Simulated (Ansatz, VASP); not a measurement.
**One calculation of SnO2, two programs**

File INCAR:

```
  PREC = Accurate
  ENCUT = 600
  EDIFF = 1E-6
  ISMEAR = 0
  SIGMA = 0.02
  LREAL = False
  LASPH = True
  NELM = 100
  ALGO = Normal
  ISIF = 4
  LWAVE = False
  LCHARG = False
  GGA = PE
  IBRION = 2
  NSW = 50
  EDIFFG = -0.01
```

File KPOINTS:

```
Automatic mesh
0
Gamma
  6 6 8
```

POSCAR

```
SnO2
1.0
    4.7170821702      0.0000000000      0.0000000000
    0.0000000000      4.7176516680      0.0000000000
    0.0000000000      0.0000000000      3.1875863880
Sn O
2 4
Direct
    0.5000000000      0.5000000000      0.5000000000
    0.0000000000      0.0000000000      0.0000000000
    0.3059337438      0.3060794781      0.0000000000
    0.8059337438      0.1939205219      0.5000000000
    0.1940662562      0.8060794781      0.5000000000
    0.6940662562      0.6939205219      0.0000000000
```

Input for Ansatz:

```yaml
crystal:
  lattice:
    - [4.7170821702, 0.0, 0.0]
    - [0.0, 4.717651668, 0.0]
    - [0.0, 0.0, 3.187586388]
  atoms:
    - { symbol: Sn, position: [0.5, 0.5, 0.5] }
    - { symbol: Sn, position: [0.0, 0.0, 0.0] }
    - { symbol: O, position: [0.3059337438, 0.3060794781, 0.0] }
    - { symbol: O, position: [0.8059337438, 0.1939205219, 0.5] }
    - { symbol: O, position: [0.1940662562, 0.8060794781, 0.5] }
    - { symbol: O, position: [0.6940662562, 0.6939205219, 0.0] }
basis:
  ecutwfc: 420
kpoints:
  mp_grid: { grid: [6, 6, 8] }
hamiltonian:
  xc: pbe
scf:
  occupations: { method: gaussian, width: 0.02 }
output:
  forces: true
  stress: true
  eigenvalues: true
relax:
  adjacent_minimum: "off"
  f_tol: 0.01
  max_steps: 30
  cell: { stress_tol: 0.1, fix: [volume] }
```

Alike in both runs: task relaxation of shape and atoms at fixed volume; functional PBE; k mesh 6 × 6 × 8; occupations gaussian, width 0.02 eV; no spin polarisation.

|  | VASP | Ansatz |
| --- | --- | --- |
| version | VASP 6.6.1 | Ansatz 0.2.0 |
| potentials or method | VASP PAW PBE potentials, release 64 (Sn_d, O) | scalar-relativistic, plane waves, PAW |
| plane-wave cutoff (eV) | 600 | 420 |
| valence electrons in the cell | 52 | 52 |

VASP gave:

* gap on the k mesh at the Fermi level, each at its own relaxed structure (eV): 1.30
* relaxed volume (Å³/atom): 11.82
* relaxed cell length with the largest relative difference (Å): 3.204

Q: Estimate Ansatz's values.

A: gap on the k mesh at the Fermi level, each at its own relaxed structure (eV): 1.31; relaxed volume (Å³/atom): 11.82; relaxed cell length with the largest relative difference (Å): 3.203.

Caveats: spin-orbit coupling is left out, which moves the levels of the heavy elements. A hybrid or GW would open this gap; PBE tends to underestimate it.
